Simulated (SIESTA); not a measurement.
Runs of SIESTA 5.4.2 on CdS (Hawleyite). It takes space group F-43m (No. 216, cubic). The conventional cell has a = 5.833 Å, b = 5.833 Å, c = 5.833 Å, α = 90.00°, β = 90.00°, γ = 90.00°. Cd (site symmetry -43m) has 4 S at 2.53 Å as nearest neighbours. Around S (site symmetry -43m) lie 4 Cd at 2.53 Å. 

```csv
level,potentials or basis,gap on the mesh (eV),pressure (GPa)
revPBE,"PseudoDojo 0.4 standard (PBE files), DZP (energy shift 0.003 Ry; two zetas on semicore shells)",1.48,4.7
PW91,"PseudoDojo 0.4 standard (PBE files), DZP (energy shift 0.003 Ry; two zetas on semicore shells)",1.32,3.0
PBEsol,"PseudoDojo 0.4 standard (PBEsol files), DZP (energy shift 0.003 Ry; two zetas on semicore shells)",1.24,0.0
RPBE,"PseudoDojo 0.4 standard (PBE files), DZP (energy shift 0.003 Ry; two zetas on semicore shells)",(a),(c)
PBE,"PseudoDojo 0.4 standard (PBE files), DZP (energy shift 0.003 Ry; two zetas on semicore shells)",(b),3.2
```

Alike in all rows: task single point; no spin polarisation; cell as given; k mesh 5 × 5 × 5; smearing fermi-dirac 0.05 eV; grid cutoff 800 Ry; energy shift 0.003 Ry.

Problem. Estimate the missing entries.

Solution. (a) 1.52; (b) 1.36; (c) 5.3.

Caveats: an odd mesh through Γ misses points on the zone boundary, where band edges often lie; the basis of atomic orbitals isn't converged, which shifts pressures, moduli and gaps; the potentials were made for another functional, which shifts forces and pressure (some runs).

A k mesh can miss the band edges, and the runs leave out spin-orbit coupling on Cd.
